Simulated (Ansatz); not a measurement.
**Ionic part of the dielectric constant of ZrO2 at 20 GPa, mode by mode**

The calculation used DFT PBEsol, scalar-relativistic, plane waves, PAW in Ansatz. Cutoff 420 eV, 8×8×8 k-points (Γ-centred), fixed occupations. No spin polarisation. Phonons by linear response, acoustic sum rule imposed.

It takes space group Fm-3m (No. 225, cubic). The conventional cell has a = 4.951 Å, b = 4.951 Å, c = 4.951 Å, α = 90.00°, β = 90.00°, γ = 90.00°. Around Zr (site symmetry m-3m) lie 8 O at 2.14 Å. O (site symmetry -43m) has 4 Zr at 2.14 Å as nearest neighbours.

Other phases may be more stable at this pressure.

The primitive cell has V = 30.33 Å³ and ε∞,zz = 5.787. Each polar mode adds Δε = (4.92064×10⁷/V)·S/ν² along z, with S its oscillator strength in e²/amu, ν in cm⁻¹ and V in Å³.

**Question.** From these modes, find each Δε and ε0,zz.
| ν (cm⁻¹) | S_zz (e²/amu) |
| --- | --- |
| 319.8 | 1.403 |

**Answer.**
| ν (cm⁻¹) | Δε |
| --- | --- |
| 319.8 | 22.26 |

The sum is 22.264, so ε0,zz = 28.05; the run's tensor has 28.05.

**Question.** Where do the longitudinal modes lie for a wave vector along z?

**Answer.** At 704 cm⁻¹. The Lyddane–Sachs–Teller product Π(ν_LO/ν_TO)² = 4.85 matches ε0/ε∞ = 4.85.

This fluorite-type form isn't the usual stable structure of the compound at low pressure.

Cost: 1 run of about 0.2 core-minutes, on Intel Xeon 6975P-C (Granite Rapids) (shared hosts).